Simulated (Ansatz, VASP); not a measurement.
# TiB2 in VASP and in Ansatz

```
Ti B
1.0
     3.02593    0.00000    0.00000
    -1.51296    2.62053    0.00000
     0.00000    0.00000    3.22877
Ti B
1 2
Direct
  0.00000 0.00000 0.00000
  0.33333 0.66667 0.50000
  0.66667 0.33333 0.50000
```

Alike in both runs: task relaxation of cell and atoms; functional PBE; dispersion D3(BJ); k mesh 6 × 6 × 6; occupations gaussian, width 0.1 eV; no spin polarisation.

|  | VASP | Ansatz |
| --- | --- | --- |
| version | VASP 6.6.1 | Ansatz 0.2.0 |
| potentials or method | VASP PAW PBE potentials, release 64 (Ti_sv, B) | scalar-relativistic, plane waves, PAW |
| plane-wave cutoff (eV) | 600 | 420 |
| valence electrons in the cell | 18 | 18 |

VASP gave:

```
gap on the k mesh at the Fermi level, each at its own relaxed structure (eV) : none
relaxed volume (Å³/atom)                                                     : 8.29
relaxed cell length with the largest relative difference (Å)                 : 3.173
energy change over the relaxation (meV/atom)                                 : -6
```

Problem. What did Ansatz give for the same quantities?

Solution. gap on the k mesh at the Fermi level, each at its own relaxed structure (eV): none; relaxed volume (Å³/atom): 8.29; relaxed cell length with the largest relative difference (Å): 3.171; energy change over the relaxation (meV/atom): -6.

A gap of «none» marks a metal or a gap that the smearing closes. Ansatz warned: «structure_snapped_to_symmetry».

Caveats: the k mesh is coarse (spacing up to 0.40 Å⁻¹), so the values aren't converged; pairwise dispersion overbinds metals, which lowers pressure and volume.
